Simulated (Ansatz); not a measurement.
# Depolarisation of K on Al(111): the Topping model put to the test

In Topping's model the dipole per adsorbate falls as μ = μ₀/(1 + 9αn^(3/2)), with n the density and α a polarisability, so 1/μ is a straight line in n^(3/2).

**Method.** Ansatz 0.2.0, plane waves with PAW datasets (its set soft_2), RPBE; 4 layers at the tabulated experimental lattice constant with the lower two held, adsorbates relaxed from the fcc site, dipole correction. μ is the change of the cell's dipole per adsorbate, positive end outwards.

| run | n^(3/2) (nm⁻³) | 1/μ (1/D) |
| --- | --- | --- |
| 0.0625 ML | 0.83 | 0.205 |
| 0.111 ML | 1.96 | ? |
| 0.25 ML | 6.60 | 0.684 |

**Question.** What value belongs in the row marked “?”, and how far can the other rows tell?

Two rows fix a line: slope = (0.684 − 0.205) / (6.60 − 0.83) = 0.08302, intercept 0.13608. The intercept gives μ₀ = 1/0.1361 = 7.35 D, and slope over intercept 9α = 0.610 nm³, or α = 68 Å³, an effective value that holds the metal's image. At 1.96 it gives 0.08302 × 1.96 + 0.13608 = 0.299 1/D. Rounding of the rows alone allows about ±0.001 1/D there; two rows can't show whether the line holds.

The run itself gives 0.253 1/D: a miss of −0.046 1/D, or 18.2 % of the value. In dipoles that is 3.34 D predicted against 3.95 D found. A miss this large means that the model doesn't hold over this range, and μ₀ and α above are fit values without physical meaning.

**Limits.** Heights and bonding change with coverage, which the model leaves out; its factor is about 9 for square and hexagonal arrays and differs for rectangular ones and rows; and slabs this thin add errors of their own. The test is put only to electropositive adsorbates whose dipole falls by a fifth or more between the two rows shown.
